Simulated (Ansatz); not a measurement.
# LiBr (Fm-3m): given cell or relaxed cell?

Wanted: the change of the gap of LiBr (Fm-3m) on relaxing cell and ions.

Method: PBE, HSE06 and G0W0, plane waves, PAW, in Ansatz 0.2.0.

### Step 1. The starting structure

Symmetry: Fm-3m, No. 225, cubic system. The conventional cell has a = 5.501 Å, b = 5.501 Å, c = 5.501 Å, α = 90.00°, β = 90.00°, γ = 90.00°. Li has 6 Br at 2.75 Å nearest. Nearest to Br lie 6 Li at 2.75 Å. Farther neighbours and most contacts between anions are not listed.

The cell and positions come from the Crystallography Open Database and are kept as given unless a step says otherwise.

### Step 2. PBE bands at the given cell

Levels along a band path, at the cheap level, show where the edges lie and whether the meshes to come will hold them.

This step: DFT, PBE, plane waves, PAW; PAW set soft_1.

input.yaml reads:

```yaml
crystal:
  lattice:
    - [0.0, 2.75065, 2.75065]
    - [2.75065, 0.0, 2.75065]
    - [2.75065, 2.75065, 0.0]
  atoms:
    - { symbol: Li, position: [0.0, 0.0, 0.0] }
    - { symbol: Br, position: [0.5, 0.5, 0.5] }
kpoints:
  mp_grid: { grid: [8, 8, 8] }
  band_path:
    path:
      - [[0.0, 0.0, 0.0], [0.5, 0.0, 0.5], [0.625, 0.25, 0.625]]
      - [[0.375, 0.375, 0.75], [0.0, 0.0, 0.0], [0.5, 0.5, 0.5], [0.5, 0.25, 0.75], [0.5, 0.0, 0.5]]
    npoints: 10
hamiltonian:
  xc: pbe
  pseudopotentials: { kind: paw, azcp: { folder: soft_1 } }
scf:
  occupations: { method: fermi_dirac, width: 0.02 }
  n_extra_bands: 4
output:
  eigenvalues: true
```

Command:

```bash
ansatz run input.yaml --threads 24 --pin off --max-ram 82944MiB --backend cuda --events-out ev --progress --plain --runs-dir out --devices 1 --max-vram 78GiB
```

Numbers of over 12 decimals in the logs are rounded to 6 here.

Output:

```text
scf.n_extra_bands = 4 over 5 filled bands (N_el = 10.0): the run solves 9 bands
GPUs: using 1 of 1 available (devices: 1).
Engine: ansatz 0.2.0, aarch64-unknown-linux-gnu
Pseudopotentials: kind: paw
Pseudopotential: Li, paw, valence charge 3, recommended cutoff 420 eV (normal), soft_1/Li.paw.azcp
Pseudopotential: Br, paw, valence charge 7, recommended cutoff 420 eV (normal), soft_1/Br.paw.azcp
Functional definition: PBE
  parameter kappa = 0.804
  parameter beta = 0.066725
  exchange = pbe_x(kappa = kappa, mu = beta*pi^2/3)
  correlation = pbe_c(beta = beta)
device memory: the entry about to start is reckoned to put 0.7 GiB on a device that reports 165.5 GiB free (of which the cap on the GPU budget leaves the run 78.0 GiB)
GPU FFT provider: cuFFT
GPU libraries: cuBLAS 13.8.1, cuFFT 12.4.0, cuSOLVER 12.3.2
GPU matrix products: emulated (plane waves: as basis.precision tells), large ones in fixed point in workspaces of 1.00 GiB
Crystal: 2 atoms, lattice volume = 41.623 Å³
Basis set: ecut = 420 eV, 869 PW (Γ)
Bands: 9, of which v1, the nominal top of the filled ones, is band 5 counted from 1 (4 counted from 0)
Symmetry: 48 space group operations
Space group: Fm-3m (ITA 225), of the structure as read, at distance tolerance 3.5e-5 Å
k-points: 29 of 512
Non-local potential: Li, projectors of the file, l = 0: 3, l = 1: 2, l = 2: 1
Non-local potential: Br, projectors of the file, l = 0: 2, l = 1: 2, l = 2: 2
PAW form: soft (Blöchl's): semilocal exchange-correlation on the pseudo side does not see the compensation charge
PAW one-centre angular grid: Li, 110 points (default); XC on 96 Gauss nodes
PAW one-centre angular grid: Br, 110 points (default); XC on 64 Gauss nodes
Initial density: superposition of atomic densities (chi_scale 0.1, normalization cell, long waves kept (reshape's long-wave potential 0.00 eV rms))
Initial wavefunctions: pseudopotential atomic-orbital guess
GPU buffer pool allocated for 19683 grid points (all kernels)
GPU transforms: local potential and band sums: pruned to the plane-wave sphere, on 25×25×25
Functional: x = pbe(κ = 0.804, μ = 0.219515), c = pbe(β = 0.066725)
SCF iter   1: F=—  HF=-2990.973447 eV  |F-HF|=—  |Δ(HF+E_count)|=         —  Δρ=2.41e-2  dr2=1.80e-1  ethr=3.10e-3  ⟨swp⟩=6.2  Hψ=1727  notcnv=0
preconditioner: auto → none  [insulator: Δε(μ)=4.555 eV  Ē_g=12.603 eV  σ=0.020 eV  W_gap=1.00  n_scr=8 (ndim 8)  ℏωp=16.3 eV  f_vac=0.000  D(μ)=0.00/eV (n_scr^D=0)  ε∞_Penn≈2.7]
SCF iter   2: F=—  HF=-2990.967382 eV  |F-HF|=—  |Δ(HF+E_count)|=   6.06e-3  Δρ=1.14e-2  dr2=3.58e-2  ethr=1.80e-3  ⟨swp⟩=2.0  Hψ=609  notcnv=0
SCF iter   3: F=—  HF=-2990.973265 eV  |F-HF|=—  |Δ(HF+E_count)|=   5.88e-3  Δρ=2.08e-3  dr2=1.39e-3  ethr=3.58e-4  ⟨swp⟩=3.0  Hψ=522  notcnv=0
SCF iter   4: F=—  HF=-2990.973551 eV  |F-HF|=—  |Δ(HF+E_count)|=   2.85e-4  Δρ=3.09e-4  dr2=3.39e-5  ethr=1.39e-5  ⟨swp⟩=2.3  Hψ=469  notcnv=0
SCF iter   5: F=—  HF=-2990.973587 eV  |F-HF|=—  |Δ(HF+E_count)|=   3.61e-5  Δρ=2.80e-5  dr2=4.97e-7  ethr=3.39e-7  ⟨swp⟩=2.1  Hψ=358  notcnv=0
SCF iter   6: F=-2990.973587 eV  HF=-2990.973587 eV  |F-HF|=3.32e-9  |Δ(HF+E_count)|=   3.63e-7  Δρ=3.08e-6  dr2=3.68e-9  ethr=1.00e-9  ⟨swp⟩=4.3  Hψ=1307  notcnv=0
SCF 1 converged in 6 iterations: F = -2990.973587 eV  dr2 = 3.68e-9
[...]
device memory: the entry about to start is reckoned to put 0.7 GiB on a device that reports 165.4 GiB free (of which the cap on the GPU budget leaves the run 78.0 GiB)
NSCF: frozen V_eff on 62 k-points, pencils in batches of 32, up to order 44
SCF converged after 6 iterations
Free energy (F): -2990.973587 eV
Harris-Foulkes:  -2990.973587 eV  (|F-HF|=3.32e-9)
Internal energy: -2990.973587 eV  (E = F + TS)
E sigma→0 (E₀):  -2990.973587 eV
Fermi energy:    4.544423 eV
--- Per-component energies (eV) ---
  E_band       = -102.078189
  E_kinetic    = 148.476090
  E_local      = -299.615935  (includes V_loc(G=0)·N_el)
  E_nonlocal   = 31.635829
  E_hartree    = 80.704420
  E_xc         = -206.614773
  E_vxc        = -121.401454  (∫ρ·V_xc dr)
  E_paw        = -2337.634366  (= ΣΔE_a)
  E_vpaw       = -22.582547  (= ΣTr[D̂ρ^β])
  E_aug_tail   = 0.000252  (compensation charges beyond the density's cutoff)
  E_ewald      = -407.925104
  E_smearing   = -0.000000  (= −TS)
  E_closure    = -0.000000  (closes the sum)
  Σ components = -2990.973587   (vs F -2990.973587, Δ=0.00e0)
--- Band table (eV; the first three rows and the last of 29) ---
  k-point 0: bands = ["-42.3405", "-11.3839", "2.0485", "2.0485", "2.0485", "6.9874", "12.5614", "12.5614", "12.5614"]
  k-point 1: bands = ["-42.3403", "-11.3207", "1.4644", "2.0064", "2.0064", "7.5139", "11.8162", "12.3771", "12.3771"]
  k-point 2: bands = ["-42.3400", "-11.1606", "0.3749", "1.9104", "1.9104", "8.0185", "11.2489", "11.2489", "11.7864"]
  k-point 28: bands = ["-42.3391", "-10.7277", "-0.0884", "-0.0884", "0.9101", "10.0611", "10.6205", "11.5014", "11.5014"]
```

Elapsed: 1.5 s, on 1 × NVIDIA GB200 (shared by 2 runs) with 24 threads of Arm Neoverse V2, shared host; peak memory 0.99 GiB.

Reading the cycles: dr2 is the Hartree energy of the density residual (eV), the measure of convergence; HF is the Harris–Foulkes estimate of the energy, which meets the free energy F at convergence.

Numbers from this step:

| Property | Result |
| --- | --- |
| filled bands | 5 |
| gap | 4.933 eV |
| valence top at | k = (0.075, 0.075, 0.150) |
| conduction bottom at | Γ |
| least direct gap | 4.939 eV |

The gap is indirect, with the least direct gap 0.006 eV higher.

### Step 3. The relaxed cell

Cell and ions were relaxed with PBE; that run is not shown. It left this cell:

Symmetry: Fm-3m, No. 225, cubic system. The conventional cell has a = 5.511 Å, b = 5.511 Å, c = 5.511 Å, α = 90.00°, β = 90.00°, γ = 90.00°. Li has 6 Br at 2.76 Å nearest. Nearest to Br lie 6 Li at 2.76 Å. Farther neighbours and most contacts between anions are not listed.

### Step 4. PBE at the relaxed cell

Edit input.yaml of step 2 so:

```diff
@@ -2,5 +2,5 @@
   lattice:
-    - [0.0, 2.75065, 2.75065]
-    - [2.75065, 0.0, 2.75065]
-    - [2.75065, 2.75065, 0.0]
+    - [0.0, 2.7556190497, 2.7556190497]
+    - [2.7556190497, 0.0, 2.7556190497]
+    - [2.7556190497, 2.7556190497, 0.0]
   atoms:
```

Output:

```text
[...]
GPUs: using 1 of 1 available (devices: 1).
[...]
GPU FFT provider: cuFFT
GPU libraries: cuBLAS 13.8.1, cuFFT 12.4.0, cuSOLVER 12.3.2
[...]
Crystal: 2 atoms, lattice volume = 41.849 Å³
Basis set: ecut = 420 eV, 869 PW (Γ)
Bands: 9, of which v1, the nominal top of the filled ones, is band 5 counted from 1 (4 counted from 0)
[... 1 set-up line as in the run before ...]
[...]
SCF 1 converged in 6 iterations: F = -2990.973682 eV  dr2 = 3.81e-9
[...]
NSCF: frozen V_eff on 62 k-points, pencils in batches of 32, up to order 44
SCF converged after 6 iterations
Free energy (F): -2990.973682 eV
[...]
Internal energy: -2990.973682 eV  (E = F + TS)
E sigma→0 (E₀):  -2990.973682 eV
Fermi energy:    4.485735 eV
[...]
--- Band table (eV; the first three rows and the last of 29) ---
[...]
```

Wall time 1.5 s (1 × NVIDIA GB200 (shared by 2 runs) with 24 threads); peak memory 0.95 GiB.

Numbers from this step:

| Quantity | Value |
| --- | --- |
| gap | 4.910 eV |
| valence top at | k = (0.075, 0.075, 0.150) |
| conduction bottom at | Γ |
| least direct gap | 4.915 eV |

The gap is indirect, with the least direct gap 0.005 eV higher.

### Step 5. HSE06 at the relaxed cell

The screened hybrid is the usual rung above semilocal functionals: a quarter of exact exchange, cut off beyond a few ångström.

This step: DFT, HSE06, plane waves, PAW; PAW set soft_1.

input.yaml, the sections that differ from step 4:

```yaml
kpoints:
  mp_grid: { grid: [4, 4, 4] }
  band_path:
    path:
      - [0.0, 0.0, 0.0]
      - [0.5, 0.0, 0.5]
      - [0.625, 0.25, 0.625]
      - [0.375, 0.375, 0.75]
      - [0.5, 0.5, 0.5]
      - [0.5, 0.25, 0.75]
      - [0.075, 0.075, 0.15]
    npoints: 1
hamiltonian:
  xc: hse06
  pseudopotentials: { kind: paw, azcp: { folder: soft_1 } }
scf:
  occupations: { method: fixed }
  n_extra_bands: 4
# crystal, output: as in step 4
```

Output:

```text
[...]
GPUs: using 1 of 1 available (devices: 1).
[...]
davidson cushion auto → on  (no smearing: the cushion is to keep the highest requested band from converging to the state above it; pin scf.eigensolver.cushion to override)
[...]
GPU FFT provider: cuFFT
GPU libraries: cuBLAS 13.8.1, cuFFT 12.4.0, cuSOLVER 12.3.2
[...]
Crystal: 2 atoms, lattice volume = 41.849 Å³
Basis set: ecut = 420 eV, 869 PW (Γ)
[...]
Stability not checked: this state was not tested for a lower state beside it, because the functional holds exact exchange (a hybrid, or Hartree-Fock), whose exchange loop this test does not read (fock_operator; see scf.lower_state_search)
Free energy (F): -2993.043354 eV
Frozen-core exchange: fock
[...]
Internal energy: -2993.043354 eV  (E = F + TS)
E sigma→0 (E₀):  -2993.043354 eV
Fermi energy:    1.186880 eV
[...]
--- Band table (eV; the first three rows and the last of 8) ---
[...]
```

Wall time 3 s (1 × NVIDIA GB200 (shared by 2 runs) with 24 threads); peak memory 1.1 GiB.

This step gave:

| Property | Result |
| --- | --- |
| gap | 6.127 eV |
| valence top at | k = (0.075, 0.075, 0.150) |
| conduction bottom at | Γ |
| least direct gap | 6.131 eV |

The gap stands +1.22 eV against PBE.

### Step 6. G0W0 at the relaxed cell

G0W0 replaces the xc potential by the self-energy, built once from these orbitals. Only a window of levels is corrected, while the sums run over the empty bands that the input names. This step takes PAW set soft_1 files.

This step: G0W0 on PBE, plane waves, PAW; PAW set soft_1.

input.yaml reads:

```yaml
crystal:
  lattice:
    - [0.0, 2.7556190497, 2.7556190497]
    - [2.7556190497, 0.0, 2.7556190497]
    - [2.7556190497, 2.7556190497, 0.0]
  atoms:
    - { symbol: Li, position: [0.0, 0.0, 0.0] }
    - { symbol: Br, position: [0.5, 0.5, 0.5] }
kpoints:
  mp_grid: { grid: [6, 6, 6] }
hamiltonian:
  xc: pbe
  pseudopotentials: { kind: paw, azcp: { folder: soft_1 } }
scf:
  occupations: { method: fixed }
gw:
  n_empty_bands: 124
  ecut_chi: 120
  qp_bands: [v2, c2]
  qp_kpoints: band_edges
  screening: { model: contour_deformation }
```

Output:

```text
GPUs: using 1 of 1 available (devices: 1).
[...]
GPU FFT provider: cuFFT
GPU libraries: cuBLAS 13.8.1, cuFFT 12.4.0, cuSOLVER 12.3.2
[...]
Crystal: 2 atoms, lattice volume = 41.849 Å³
Basis set: ecut = 420 eV, 869 PW (Γ)
Bands: 9, of which v1, the nominal top of the filled ones, is band 5 counted from 1 (4 counted from 0)
[... 1 set-up line as in the run before ...]
[...]
k-points: 16 of 216
[...]
1     7     11.5684    -4.7145    -3.9418    -9.3762  0.8206    12.2944    12.2883  root
[...]
14     4      0.2581   -18.0625     2.5044   -13.8747  0.7885    -1.4646    -1.4254  root
    14     5      1.1789   -18.9970     2.2807   -15.1178  0.7955    -0.4501    -0.4196  root
    14     6      9.6702    -4.6767    -3.7901    -9.2179  0.8293    10.4269    10.4214  root
    14     7      9.8766    -5.2710    -3.7675    -9.8113  0.8258    10.6554    10.6494  root
[key lines of the parts left out:]
SCF converged after 6 iterations
Free energy (F): -2990.973389 eV
Fermi energy:    2.001879 eV
```

Wall time 3.4 s (1 × NVIDIA GB200 (shared by 2 runs) with 24 threads); peak memory 1.1 GiB; 12 s of CPU time.

Numbers from this step:

| Item | Value |
| --- | --- |
| bands summed | 129 |
| RPA ε∞ on this mesh (eigenvalues) | 3.155, 3.155, 3.155 |
| plane waves in the screening matrix | 137 |
| G0W0 gap on the mesh | 7.046 eV |
| k of the valence top | 0, 0, 0 |
| k of the conduction bottom | 0, 0, 0 |
| starting gap on the mesh | 4.915 eV |
| least direct G0W0 gap on the computed points | 7.046 eV |

The gap on the mesh goes from 4.92 eV to 7.05 eV, a correction of +2.13 eV. Between the two edge states, bare exchange in place of the xc potential would open the gap by 7.72 eV, and correlation takes back 5.59 eV.

### Step 7. G0W0 at the given cell

input.yaml, the sections that differ from step 6:

```yaml
crystal:
  lattice:
    - [0.0, 2.75065, 2.75065]
    - [2.75065, 0.0, 2.75065]
    - [2.75065, 2.75065, 0.0]
  atoms:
    - { symbol: Li, position: [0.0, 0.0, 0.0] }
    - { symbol: Br, position: [0.5, 0.5, 0.5] }
# kpoints, hamiltonian, scf, gw: as in step 6
```

Output:

```text
GPUs: using 1 of 1 available (devices: 1).
[...]
GPU FFT provider: cuFFT
GPU libraries: cuBLAS 13.8.1, cuFFT 12.4.0, cuSOLVER 12.3.2
[...]
Crystal: 2 atoms, lattice volume = 41.623 Å³
Basis set: ecut = 420 eV, 869 PW (Γ)
Bands: 9, of which v1, the nominal top of the filled ones, is band 5 counted from 1 (4 counted from 0)
[... 1 set-up line as in the run before ...]
[...]
k-points: 16 of 216
[...]
1     7     11.6253    -4.7398    -3.9499    -9.4092  0.8207    12.3509    12.3449  root
[...]
14     4      0.2888   -18.0684     2.5072   -13.8781  0.7887    -1.4334    -1.3944  root
    14     5      1.2181   -19.0038     2.2812   -15.1248  0.7958    -0.4100    -0.3797  root
    14     6      9.7268    -4.6929    -3.7983    -9.2420  0.8294    10.4832    10.4777  root
    14     7      9.9356    -5.2927    -3.7754    -9.8403  0.8259    10.7137    10.7077  root
[key lines of the parts left out:]
SCF converged after 6 iterations
Free energy (F): -2990.973283 eV
Fermi energy:    2.048908 eV
```

Run time: 3.5 s. Hardware: 1 × NVIDIA GB200 (shared by 2 runs) with 24 threads; peak memory 1.1 GiB; 11 s of CPU time.

This step gave:

* bands summed: 129
* RPA ε∞ on this mesh (eigenvalues): 3.164, 3.164, 3.164
* plane waves in the screening matrix: 137
* G0W0 gap on the mesh: 7.069 eV
* k of the valence top: 0, 0, 0
* k of the conduction bottom: 0, 0, 0
* starting gap on the mesh: 4.939 eV
* least direct G0W0 gap on the computed points: 7.069 eV

The gap on the mesh goes from 4.94 eV to 7.07 eV, a correction of +2.13 eV. Between the two edge states, bare exchange in place of the xc potential would open the gap by 7.73 eV, and correlation takes back 5.60 eV.

### Step 8. Together

G0W0 rows are gaps on the mesh, lowered by the amount that the mesh misses the start's edges, a rough step that assumes the same correction there.

```tsv
level	given cell (eV)	relaxed cell (eV)	change (eV)
PBE	4.93	4.91	−0.02
HSE06	-	6.13	-
G0W0@PBE	7.06	7.04	−0.02
```

### Step 9. What came out

```
volume change          : +0.5 %
PBE, given cell        : 4.93 eV
PBE, relaxed cell      : 4.91 eV
HSE06, relaxed cell    : 6.13 eV
G0W0@PBE, relaxed cell : 7.04 eV
G0W0@PBE, given cell   : 7.06 eV
known limits           : not at the basis limit; no spin-orbit coupling
```

In words: Relaxation changes the volume by +0.5 % and the gap by −0.02 eV (PBE) and −0.02 eV (G0W0@PBE). Bands and cutoff are finite, so the gap is not at the basis limit. The miss can reach some tenths of an eV and take either sign; the mesh is an error of its own. The many-body steps are scalar-relativistic: spin-orbit coupling is not in them.

[Paths, hosts, dates, memory and timing lines, banners, echoed tables and standing remarks are left out of the program output.]

[Logs are printed without paths, hosts, clocks, repeated set-up lines and the standing remarks that a program may print on its own settings, such as how far it seeks lower states.]

[Runs of the session that timed out or met a known fault of the program may be left out.]

[Cells called generated may have been cut or substituted from an entry of the Crystallography Open Database or the Materials Project.]

[Hosts, paths, dates, database ids (printed as entryN), source tags and the programs' standing remarks are cut or masked in the printed files.]
